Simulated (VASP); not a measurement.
# InAs (F-43m) in VASP: settings compared

InAs is run at these levels: BLYP, PBE, PBEsol, LDA; tasks: relaxation of cell and atoms, single point.

Everything below comes from runs of VASP 6.6.1. Logs are shortened: lines on timing, memory, paths and dates and some standing lists are left out, and cuts for length are marked.

**What was measured.**

A printed reference work, data compilation reports, for a bulk crystal of InAs at 4.2 K: band gap 0.418 eV (direct).

How close the calculation comes is told below.

### 1 The cell of the first run

It takes space group F-43m (No. 216, cubic). Conventional cell: a = 6.036 Å, b = 6.036 Å, c = 6.036 Å, α = 90.00°, β = 90.00°, γ = 90.00°. Within 3.4 Å of In (site symmetry -43m) lie 4 As at 2.61 Å. As (site symmetry -43m) has 4 In at 2.61 Å within 3.4 Å.

### 2 Relaxation of cell and atoms, BLYP

File INCAR:

```
SYSTEM = InAs
AGGAC = 1.0
AGGAX = 1.0
ALDAC = 0.0
ALDAX = 1.0
ALGO = Normal
EDIFF = 1E-6
EDIFFG = -0.01
ENCUT = 600
GGA = B5
IBRION = 2
ISIF = 3
ISMEAR = -1
LASPH = .True.
LCHARG = .False.
LREAL = .False.
LWAVE = .False.
NELM = 60
NSW = 60
PREC = Accurate
SIGMA = 0.05
```

File KPOINTS:

```
k-points
0
Gamma
  8 8 8
  0 0 0
```

File POSCAR:

```
InAs
1.0
    0.0000000000      3.0180000000      3.0180000000
    3.0180000000      0.0000000000      3.0180000000
    3.0180000000      3.0180000000      0.0000000000
In As
1 1
Direct
    0.0000000000      0.0000000000      0.0000000000
    0.7500000000      0.7500000000      0.7500000000
```

Potentials or basis: VASP PAW PBE potentials, release 64 (In_d, As).

Command:

```sh
$ cat potpaw_PBE.64/In_d/POTCAR potpaw_PBE.64/As/POTCAR > POTCAR
$ mpirun -np 1 vasp_std > vasp.out
```

OUTCAR:

```text
SYSTEM = InAs
   EDIFF = 1E-6
   EDIFFG = -0.01
   ENCUT = 600
   GGA = B5
   IBRION = 2
   ISIF = 3
   ISMEAR = -1
   LASPH = .True.
   LREAL = .False.
   NELM = 60
   NSW = 60
   PREC = Accurate

 ion  position               nearest neighbor table
   1  0.000  0.000  0.000-   2 2.61   2 2.61   2 2.61   2 2.61
   2  0.750  0.750  0.750-   1 2.61   1 2.61   1 2.61   1 2.61

  LATTYP: Found a face centered cubic cell.
 ALAT       =     6.0360000000

  Lattice vectors:

 A1 = (   0.0000000000,   3.0180000000,   3.0180000000)
 A2 = (   3.0180000000,   0.0000000000,   3.0180000000)
 A3 = (   3.0180000000,   3.0180000000,   0.0000000000)

Analysis of symmetry for initial positions (statically):
=====================================================================
 Subroutine PRICEL returns:
 Original cell was already a primitive cell.

 Routine SETGRP: Setting up the symmetry group for a
 face centered cubic supercell.

 Subroutine GETGRP returns: Found 24 space group operations
 (whereof 24 operations were pure point group operations)
 out of a pool of 48 trial point group operations.

The static configuration has the point symmetry T_d .

Analysis of symmetry for dynamics (positions and initial velocities):
=====================================================================
 Subroutine PRICEL returns:
 Original cell was already a primitive cell.

 Routine SETGRP: Setting up the symmetry group for a
 face centered cubic supercell.

 Subroutine GETGRP returns: Found 24 space group operations
 (whereof 24 operations were pure point group operations)
 out of a pool of 48 trial point group operations.

The dynamic configuration has the point symmetry T_d .

 Subroutine INISYM returns: Found 24 space group operations
 (whereof 24 operations are pure point group operations),
 and found     1 'primitive' translations

----------------------------------------------------------------------------------------

                                     Primitive cell

  volume of cell :      54.9778

  direct lattice vectors                    reciprocal lattice vectors
     0.000000000  3.018000000  3.018000000    -0.165672631  0.165672631  0.165672631
     3.018000000  0.000000000  3.018000000     0.165672631 -0.165672631  0.165672631
     3.018000000  3.018000000  0.000000000     0.165672631  0.165672631 -0.165672631

  length of vectors
     4.268096531  4.268096531  4.268096531     0.286953414  0.286953414  0.286953414

  position of ions in fractional coordinates (direct lattice)
     0.000000000  0.000000000  0.000000000
     0.750000000  0.750000000  0.750000000

  ion indices of the primitive-cell ions
   primitive index   ion index
                 1           1
                 2           2

----------------------------------------------------------------------------------------

 KPOINTS: k-points

Automatic generation of k-mesh.
 Grid dimensions read from file:
 generate k-points for:    8    8    8

 Generating k-lattice:

  Cartesian coordinates                     Fractional coordinates (reciprocal lattice)
    -0.020709079  0.020709079  0.020709079     0.125000000  0.000000000  0.000000000
     0.020709079 -0.020709079  0.020709079     0.000000000  0.125000000  0.000000000
     0.020709079  0.020709079 -0.020709079     0.000000000  0.000000000  0.125000000

  Length of vectors
     0.035869177  0.035869177  0.035869177

  Shift w.r.t. Gamma in fractional coordinates (k-lattice)
     0.000000000  0.000000000  0.000000000

 Subroutine IBZKPT returns following result:
 ===========================================

 Found     29 irreducible k-points:

 Following reciprocal coordinates:
            Coordinates               Weight
  0.000000  0.000000  0.000000      1.000000
  0.125000  0.000000  0.000000      8.000000
  0.250000  0.000000  0.000000      8.000000
  0.375000  0.000000  0.000000      8.000000
  0.500000  0.000000  0.000000      4.000000
  0.125000  0.125000  0.000000      6.000000
[... 16 lines left out ...]
  0.500000  0.250000  0.125000     48.000000
 -0.375000  0.250000  0.125000     24.000000
 [... further k-points ...]
   k-points           NKPTS =     29   k-points in BZ     NKDIM =     29   number of bands    NBANDS=     13
   number of dos      NEDOS =    301   number of ions     NIONS =      2
   total plane-waves  NPLWV =  46656
   dimension x,y,z NGX =    36 NGY =   36 NGZ =   36
   dimension x,y,z NGXF=    72 NGYF=   72 NGZF=   72
   ions per type =               1   1
   NGX,Y,Z   is equivalent  to a cutoff of  14.02, 14.02, 14.02 a.u.
   NGXF,Y,Z  is equivalent  to a cutoff of  28.04, 28.04, 28.04 a.u.
 SYSTEM =  InAs
   PREC   = accura    normal or accurate (medium, high low for compatibility)
   ISTART =      0    job   : 0-new  1-cont  2-samecut
   ICHARG =      2    charge: 1-file 2-atom 10-const
   ISPIN  =      1    spin polarized calculation?
   LNONCOLLINEAR =      F non collinear calculations
[... 48 lines left out ...]
  ---------------------------------------------------
  ext. energy  EPLUGINS =         0.00000000
  ---------------------------------------------------
  free energy    TOTEN  =        -6.36161910 eV

  energy without entropy =       -6.36107687  energy(sigma->0) =       -6.36134799

 E-fermi :   5.0422     XC(G=0):  -8.5488

 val. band max:        4.9944922304   @ k =   0.0000   0.0000   0.0000
 cond. band min:       5.9456173688   @ k =   0.5000   0.0000   0.0000
 fundamental gap:      0.9511251384
 Fermi energy:         5.0421824700

 k-point     1 :       0.0000    0.0000    0.0000
  band No.  band energies     occupation
      1      -9.4517      2.00000
      2      -9.4517      2.00000
      3      -9.4517      2.00000
      4      -9.3215      2.00000
      5      -9.3215      2.00000
      6      -6.9273      2.00000
      7       4.7298      1.99614
      8       4.9945      1.44376
      9       4.9945      1.44376
     10       4.9945      1.44376
     11       8.9117      0.00000
     12       8.9117      0.00000
     13       8.9117      0.00000

 k-point     2 :       0.1250    0.0000    0.0000
  band No.  band energies     occupation
      1      -9.4722      2.00000
      2      -9.4458      2.00000
      3      -9.4458      2.00000
      4      -9.3216      2.00000
      5      -9.3216      2.00000
      6      -6.7656      2.00000
      7       3.0792      2.00000
      8       4.8018      1.98378
      9       4.8018      1.98378
     10       6.0610      0.00000
     11       9.0973      0.00000
     12       9.1904      0.00000
     13       9.1904      0.00000
[... 473 lines left out ...]
 VOLUME and BASIS-vectors are now :
 -----------------------------------------------------------------------------
  energy-cutoff  :      600.00
  volume of cell :       63.20
      direct lattice vectors                 reciprocal lattice vectors
    -0.000000000  3.161579072  3.161579072    -0.158148820  0.158148820  0.158148820
     3.161579072 -0.000000000  3.161579072     0.158148820 -0.158148820  0.158148820
     3.161579072  3.161579072 -0.000000000     0.158148820  0.158148820 -0.158148820

 POSITION                                       TOTAL-FORCE (eV/Angst)
 -----------------------------------------------------------------------------------
     -0.00000      3.16158      3.16158        -0.000000     -0.000000     -0.000000
      4.74237      4.74237      4.74237         0.000000      0.000000      0.000000
 -----------------------------------------------------------------------------------
    total drift:                               -0.000000     -0.000000     -0.000000

  FREE ENERGIE OF THE ION-ELECTRON SYSTEM (eV)
  ---------------------------------------------------
  free  energy   TOTEN  =        -6.5323033818 eV

  energy  without entropy=       -6.5316648671  energy(sigma->0) =       -6.53198412

--------------------------------------- Ionic step        5  -------------------------------------------

 number of electron      18.0000003 magnetization

 Free energy of the ion-electron system (eV)
  ---------------------------------------------------
  ext. energy  EPLUGINS =         0.00000000
  ---------------------------------------------------
  free energy    TOTEN  =        -6.53231881 eV

  energy without entropy =       -6.53168131  energy(sigma->0) =       -6.53200006

 E-fermi :   3.7357     XC(G=0):  -7.9851

 val. band max:        3.6764630396   @ k =   0.0000   0.0000   0.0000
 cond. band min:       4.3293832308   @ k =   0.5000   0.0000   0.0000
 fundamental gap:      0.6529201912
 Fermi energy:         3.7356541603

 k-point     1 :       0.0000    0.0000    0.0000
  band No.  band energies     occupation
      1     -10.5344      2.00000
      2     -10.5344      2.00000
      3     -10.5344      2.00000
      4     -10.4524      2.00000
      5     -10.4524      2.00000
      6      -7.4483      2.00000
      7       2.7029      2.00000
      8       3.6765      1.53127
      9       3.6765      1.53127
     10       3.6765      1.53127
     11       7.5010      0.00000
     12       7.5010      0.00000
     13       7.5010      0.00000

 k-point     2 :       0.1250    0.0000    0.0000
  band No.  band energies     occupation
      1     -10.5453      2.00000
      2     -10.5309      2.00000
      3     -10.5309      2.00000
      4     -10.4524      2.00000
      5     -10.4524      2.00000
      6      -7.3240      2.00000
      7       1.6038      2.00000
      8       3.5240      1.97140
      9       3.5240      1.97140
     10       4.3458      0.00001
     11       7.5953      0.00000
     12       7.7341      0.00000
     13       7.7341      0.00000
[... 365 lines left out ...]
 VOLUME and BASIS-vectors are now :
 -----------------------------------------------------------------------------
  energy-cutoff  :      600.00
  volume of cell :       63.11
      direct lattice vectors                 reciprocal lattice vectors
    -0.000000000  3.160069128  3.160069128    -0.158224387  0.158224387  0.158224387
     3.160069128 -0.000000000  3.160069128     0.158224387 -0.158224387  0.158224387
     3.160069128  3.160069128 -0.000000000     0.158224387  0.158224387 -0.158224387

 POSITION                                       TOTAL-FORCE (eV/Angst)
 -----------------------------------------------------------------------------------
      3.16007     -0.00000      3.16007         0.000000      0.000000     -0.000000
      4.74010      4.74010      4.74010        -0.000000     -0.000000      0.000000
 -----------------------------------------------------------------------------------
    total drift:                               -0.000000     -0.000000     -0.000000

  FREE ENERGIE OF THE ION-ELECTRON SYSTEM (eV)
  ---------------------------------------------------
  free  energy   TOTEN  =        -6.5323188103 eV

  energy  without entropy=       -6.5316813063  energy(sigma->0) =       -6.53200006

 reached required accuracy - stopping structural energy minimisation
```

It took 5.7 min on 1 thread of AMD EPYC 7R13, shared host; peak memory 0.19 GiB.

Results:

```
Free energy                            : -6.5323 eV
Relaxed volume                         : 31.56 Å³/atom
Relaxed cell                           : a = 4.469 Å, b = 4.469 Å, c = 4.469 Å, α = 60.00°, β = 60.00°, γ = 60.00°
Space group after relaxing (to 0.05 Å) : F-43m (No. 216)
Energy gained by relaxing              : 85.3 meV/atom
Ionic steps                            : 5
Pressure after relaxing                : 0.0 GPa
Band gap on the k mesh                 : zero (filled and empty bands touch)
```

Step by step:
```csv
step,energy change (eV),largest force (eV/Å),pressure (GPa),volume (Å³)
1,0.0000,0.0000,7.69,54.98
2,-0.1541,0.0000,-1.72,66.16
3,-0.1707,0.0000,0.06,63.03
4,-0.1707,0.0000,-0.05,63.20
5,-0.1707,0.0000,0.00,63.11
```

Final structure:
```
CELL_PARAMETERS angstrom
0.00000 3.16007 3.16007
3.16007 0.00000 3.16007
3.16007 3.16007 0.00000
ATOMIC_POSITIONS crystal
In 0.00000 0.00000 0.00000
As 0.75000 0.75000 0.75000
```

Caveat: the PAW data sets were made with another functional, which shifts forces and pressure a little; spin-orbit coupling is left out, which moves the levels of the heavy elements; the volume moved by +15 % from the deposited cell, more than functionals usually miss.

### 3 Single point, PBE

File INCAR:

```
ALGO = Normal ; EDIFF = 1E-7
ENCUT = 520 ; GGA = PE
ISIF = 2 ; ISMEAR = -1
LASPH = T ; LCHARG = F
LREAL = F ; LWAVE = F
NBANDS = 16 ; NELM = 60
PREC = Accurate ; SIGMA = 0.06
```

File KPOINTS:

```
k-points
0
Gamma
  3 3 3
```

POSCAR is that of step 2.

Potentials or basis: VASP PAW PBE potentials, release 64 (In_d, As).

Command:

```sh
$ cat potpaw_PBE.64/In_d/POTCAR potpaw_PBE.64/As/POTCAR > POTCAR
$ mpirun -np 1 vasp_std > vasp.out
```

It took 12 s on 1 thread of AMD EPYC 7R13, shared host; peak memory 0.14 GiB.

It converged, with:

```yaml
Free_energy: -7.2079 eV
Pressure: 6.2 GPa
Band_gap_on_the_k_mesh: zero (filled and empty bands touch)
```

Levels at points of the mesh, in eV from the Fermi level:
| k point | band 7 | band 8 | band 9 | band 10 | band 11 | band 12 |
| --- | --- | --- | --- | --- | --- | --- |
| (0.00, 0.00, 0.00) | -0.24 | -0.04 | -0.04 | -0.04 | 3.79 | 3.79 |

Caveat: the k points lie up to 0.60 Å⁻¹ apart; spin-orbit coupling is left out, which moves the levels of the heavy elements.

### 4 Single point, PBEsol

File INCAR:

```
PREC = Accurate
ENCUT = 520
EDIFF = 1E-6
ISMEAR = 0
SIGMA = 0.05
LREAL = F
LASPH = T
NELM = 100
ALGO = Normal
ISIF = 2
LWAVE = F
LCHARG = F
GGA = PS
NBANDS = 16
```

File KPOINTS:

```
Automatic mesh
0
Gamma
  8 8 8
```

POSCAR is that of step 3.

Command:

```sh
$ cat potpaw_PBE.64/In_d/POTCAR potpaw_PBE.64/As/POTCAR > POTCAR
$ mpirun -np 1 vasp_std > vasp.out
```

Run time: 36 s. Hardware: 1 thread of AMD EPYC 7R13, shared host; peak memory 0.16 GiB.

Results (log left out):

* Free energy: -8.4792 eV
* Pressure: 1.6 GPa
* Band gap on the k mesh: zero (filled and empty bands touch)

Levels at points of the mesh, in eV from the Fermi level:
```tsv
k point	band 6	band 7	band 8	band 9	band 10	band 11	band 12	band 13
(0.00, 0.00, 0.00)	-11.94	-0.27	-0.02	-0.02	-0.02	3.84	3.84	3.84
(0.50, 0.00, 0.00)	-10.44	-5.86	-1.02	-1.02	0.87	4.61	4.61	6.70
(0.50, 0.50, 0.00)	-9.89	-5.92	-2.38	-2.38	1.41	1.96	9.10	9.24
```

Caveat: the PAW data sets were made with another functional, which shifts forces and pressure a little; spin-orbit coupling is left out, which moves the levels of the heavy elements.

### 5 Single point, LDA

File INCAR:

```
SYSTEM = InAs
ALGO = Normal
EDIFF = 1E-6
ENCUT = 520
ISIF = 2
ISMEAR = 0
LASPH = .True.
LCHARG = .False.
LREAL = .False.
LWAVE = .False.
NBANDS = 16
NELM = 100
PREC = Accurate
SIGMA = 0.02
```

File KPOINTS:

```
k-points
0
Gamma
  8 8 8
  0 0 0
```

POSCAR is that of step 4.

Potentials or basis: VASP PAW LDA potentials, release 64 (In_d, As).

Command:

```sh
$ cat potpaw_LDA.64/In_d/POTCAR potpaw_LDA.64/As/POTCAR > POTCAR
$ mpirun -np 1 vasp_std > vasp.out
```

Wall time 30 s (1 thread of AMD EPYC 7R13, shared host); peak memory 0.14 GiB.

The run converged. Its results:

```
Free energy            : -9.0257 eV
Pressure               : -0.1 GPa
Band gap on the k mesh : zero (filled and empty bands touch)
```

Levels at points of the mesh, in eV from the Fermi level:
```
           k point  band 5  band 6  band 7  band 8  band 9  band 10  band 11  band 12  band 13  band 14
(0.00, 0.00, 0.00)  -14.24  -11.96   -0.37   -0.01   -0.01    -0.01     3.82     3.82     3.82     7.29
(0.50, 0.00, 0.00)  -14.24  -10.46   -5.87   -1.01   -1.01     0.81     4.60     4.60     6.69     8.87
(0.50, 0.50, 0.00)  -14.22   -9.91   -5.95   -2.37   -2.37     1.40     1.95     9.03     9.17     9.17
```

Caveat: spin-orbit coupling is left out, which moves the levels of the heavy elements.

### 6 Single point, PBE

File INCAR:

```
SYSTEM = InAs
PREC     = Accurate       ! precision mode
ENCUT    = 520            ! plane-wave cutoff, eV
EDIFF    = 1E-7           ! SCF threshold, eV
ISMEAR   = 0              ! smearing method
SIGMA    = 0.02           ! smearing width, eV
LREAL    = .FALSE.        ! projectors in reciprocal space
LASPH    = .TRUE.         ! aspherical terms in the spheres
NELM     = 80             ! most SCF steps
ALGO     = Normal         ! electronic algorithm
ISIF     = 2              ! what is computed and relaxed
LWAVE    = .FALSE.        ! write WAVECAR
LCHARG   = .TRUE.         ! write CHGCAR
GGA      = PE             ! functional
LELF     = .TRUE.         ! ELF
LVHAR    = .TRUE.       
NBANDS   = 16             ! bands
```

File KPOINTS:

```
regular mesh
0
G
  8 8 8
  0 0 0
```

POSCAR is that of step 5.

Potentials or basis: VASP PAW PBE potentials, release 64 (In_d, As).

Command:

```sh
$ cat potpaw_PBE.64/In_d/POTCAR potpaw_PBE.64/As/POTCAR > POTCAR
$ mpirun -np 1 vasp_std > vasp.out
```

It took 44 s on 1 thread of AMD EPYC 7R13, shared host; peak memory 0.16 GiB.

The run converged. Its results:

```yaml
Free_energy: -7.6613 eV
Pressure: 4.4 GPa
Band_gap_on_the_k_mesh: zero (filled and empty bands touch)
```

Levels at points of the mesh, in eV from the Fermi level:
```
           k point  band 7  band 8  band 9  band 10  band 11  band 12
(0.00, 0.00, 0.00)   -0.17   -0.01   -0.01    -0.01     3.90     3.90
(0.50, 0.00, 0.00)   -5.80   -1.00   -1.00     0.96     4.67     4.67
(0.50, 0.50, 0.00)   -5.87   -2.35   -2.35     1.53     2.06     9.21
```

Caveat: spin-orbit coupling is left out, which moves the levels of the heavy elements.

### 7 Overview

| task | level | potentials or basis | cell | k mesh | cutoff (eV) | smearing | gap on the mesh (eV) | pressure (GPa) |
| --- | --- | --- | --- | --- | --- | --- | --- | --- |
| relaxation of cell and atoms | BLYP | VASP PAW PBE potentials, release 64 (In_d, As) | relaxed | 8 × 8 × 8 | 600 | fermi-dirac 0.05 eV | none | 0.0 |
| single point | PBE | VASP PAW PBE potentials, release 64 (In_d, As) | as given | 3 × 3 × 3 | 520 | fermi-dirac 0.06 eV | none | 6.2 |
| single point | PBEsol | VASP PAW PBE potentials, release 64 (In_d, As) | as given | 8 × 8 × 8 | 520 | gaussian 0.05 eV | none | 1.6 |
| single point | LDA | VASP PAW LDA potentials, release 64 (In_d, As) | as given | 8 × 8 × 8 | 520 | gaussian 0.02 eV | none | -0.1 |
| single point | PBE | VASP PAW PBE potentials, release 64 (In_d, As) | as given | 8 × 8 × 8 | 520 | gaussian 0.02 eV | none | 4.4 |

Alike in all rows: no spin polarisation.

Caveats: some runs use coarse meshes; spin-orbit coupling is left out, which moves the levels of the heavy elements; the PAW data sets were made with another functional, which shifts forces and pressure a little (some runs); the volume moved by +15 % from the deposited cell, more than functionals usually miss (some runs).

Absolute energies hang on the potentials; compare differences alone.

### 8 Against experiment

Step 4. Against the measured gap of InAs, 0.418 eV (direct; 4.2 K; a printed reference work, data compilation), the calculated 0.00 eV is off by -0.42 eV. Spin-orbit coupling on As, In is left out. The value is that of PBEsol on a finite k mesh, which can miss the band edges, without temperature or zero-point motion. Semilocal functionals fall short of measured gaps as a rule.

Step 5. Against the measured gap of InAs, 0.418 eV (direct; 4.2 K; a printed reference work, data compilation), the calculated 0.00 eV is off by -0.42 eV. Spin-orbit coupling on As, In is left out. The value is that of LDA on a finite k mesh, which can miss the band edges, without temperature or zero-point motion. Semilocal functionals fall short of measured gaps as a rule.
